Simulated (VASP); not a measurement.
Crystal: Tm.

```
Tm
1.0
    -1.97055    1.97055    1.97055
     1.97055   -1.97055    1.97055
     1.97055    1.97055   -1.97055
Tm
1
Direct
  0.00000 0.00000 0.00000
```

This isn't the form of Tm at room conditions, which is hcp.

Base run:

| Quantity | Value |
| --- | --- |
| Program | VASP 6.6.1 |
| Functional | PBEsol |
| Potentials or basis | VASP PAW PBE potentials, release 64 (Tm_3), 4f in core |
| Cutoff | 600 eV |
| k mesh | 10 × 10 × 10 |
| Occupations | gaussian, width 0.02 eV |
| Spin | collinear spin, ferromagnetic start |
| Starting moments | [2.0] μB |

Its results: band gap on the k mesh none (metal or under the smearing width); pressure -2.4 GPa; net moment 0.40 μB per cell; site moments Tm +0.33 μB.

The run is repeated on the same cell with these changes: functional from PBEsol to PBE; cutoff from 600 eV to 520 eV; further incar settings from ALGO = Fast; EDIFF = 1e-06; NBANDS = 14 to ALGO = Normal; EDIFF = 1e-07; NBANDS = 14. What comes out?

Band gap on the k mesh none (metal or under the smearing width); pressure 0.0 GPa; net moment 0.40 μB per cell; site moments Tm +0.33 μB.

Caveats: the magnetic or orbital state may not be the lowest; spin-orbit coupling is left out, which moves the levels of the heavy elements; the 4f electrons are frozen in the core as for a trivalent ion, so they carry no moment and show no levels; the PAW data sets were made with another functional, which shifts forces and pressure a little (some runs).
